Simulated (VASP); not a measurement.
Si6C: single point with PBE

The system is Si6C.

```
Si C
1.0
     0.00000    3.67256    3.67256
     3.67256    0.00000    3.67256
     3.67256    3.67256    0.00000
Si C
6 1
Direct
  0.50000 0.50000 0.00000
  0.50000 0.00000 0.50000
  0.00000 0.00000 0.50000
  0.00000 0.50000 0.00000
  0.00000 0.50000 0.50000
  0.50000 0.00000 0.00000
  0.00000 0.00000 0.00000
```

The cell was built by a generator and needn't be a form met in nature.

The cell isn't the ideal one: species swapped into the Zn6Mo type (Fm-3m, No. 225).

| Quantity | Value |
| --- | --- |
| Program | VASP 6.6.1 |
| Task | single point |
| Functional | PBE |
| Potentials or basis | VASP PAW PBE potentials, release 64 (Si, C) |
| Cutoff | 520 eV |
| k mesh | 10 × 10 × 10 |
| Occupations | gaussian, width 0.1 eV |
| Spin | no spin polarisation |

```json
{
  "Pressure": "0.0 GPa",
  "Band gap on the k mesh": "none (metal or under the smearing width)"
}
```

Levels at points of the mesh, in eV from the Fermi level:
```tsv
k point	band 12	band 13	band 14	band 15	band 16	band 17
(0.00, 0.00, 0.00)	-4.23	-3.29	-3.29	0.48	2.82	2.82
(0.50, 0.00, 0.00)	-1.85	-1.59	-1.59	1.15	1.44	2.57
(0.50, 0.50, 0.00)	-2.06	-1.34	-0.72	-0.06	0.49	0.49
```

It took 85 s on 1 thread of Intel(R) Xeon(R) Platinum 8375C CPU @ 2.90GHz (Ice Lake) (shared host), peak memory 0.27 GiB.
